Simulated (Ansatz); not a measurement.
# AlN: moving N off its site

AlN, P6_3mc, a = 3.111 Å, c = 4.978 Å (as given, not relaxed at this level: -0.6 GPa, forces to 0.19 eV/Å). Ansatz: r2SCAN, PAW, 500 eV, Γ-centred 12×12×6 mesh on 4 atoms, Gaussian smearing 0.05 eV; no spin polarisation.

```
CELL_PARAMETERS angstrom
3.11100 0.00000 0.00000
-1.55550 2.69421 0.00000
0.00000 0.00000 4.97800
ATOMIC_POSITIONS crystal
Al 0.33333 0.66667 0.00000
Al 0.66667 0.33333 0.50000
N 0.33333 0.66667 0.38500
N 0.66667 0.33333 0.88500
```

Atom 3 (N) moves by x along the unit vector (-0.825, -0.476, 0.304), with its periodic images; all else is held. y is the free energy of the cell over the start, F the force along the path summed over the moved atoms.

```tsv
x (Å)	y (meV)	F (eV/Å)
-0.200	244.4	2.14
-0.160	164.0	1.87
-0.120	96.1	1.52
-0.080	43.8	1.09
-0.040	10.5	0.56
0.000	0.0	-0.06
0.080	65.8	-1.67
0.120	152.8	-2.71
0.160	284.6	-3.92
0.200	?	?
```

**Question.** Fit y = c1 x + c2 x² + c3 x³ to the energies of the other rows, give the force constant, and predict energy and force of the missing row.

**Answer.** Least squares on the rows shown. y = 73.134 x + 8751.5 x² + 11526 x³. The force constant is 2 c2 = 17.5 eV/Å² (for all images moving together, not for a lone atom). The force −dy/dx at the missing row is -4.96 eV/Å (computed -5.34). At x = 0.200 the fit asked for gives 456.9 meV. The run gave 469.0 meV, so the fit is 12.1 meV too low, 2.6 % of the span of the series, against an rms of 1.4 meV on the fitted rows. The row lies outside the fitted range. With a term in x⁴ added, a fit to the same known rows predicts 467.5 meV, so most of the miss is curvature that the known rows already hold.

The path runs along one of the N-Al bonds, with positive x shortening it, and this explains the lopsided well. Moving N by 0.160 Å towards that Al costs 284.6 meV, against 164.0 meV for the same step away. On compression, Pauli repulsion between the filled, N-centred valence shell and the Al core rises steeply, while the polar-covalent and electrostatic attraction changes more gently. On the way out the restoring force grows ever more slowly, though it doesn't fade as in a diatomic molecule, because N is then pushed towards its other three Al neighbours.

The positive cubic term captures this asymmetry to leading order. Repulsion that rises almost exponentially also feeds the higher terms, and on the compressed side these add up with the same sign. This is probably why the cubic fit underestimates both the energy and the size of the force at the missing row. The force constant belongs to a single bond direction with the other sublattices frozen, so it doesn't by itself give a phonon frequency.
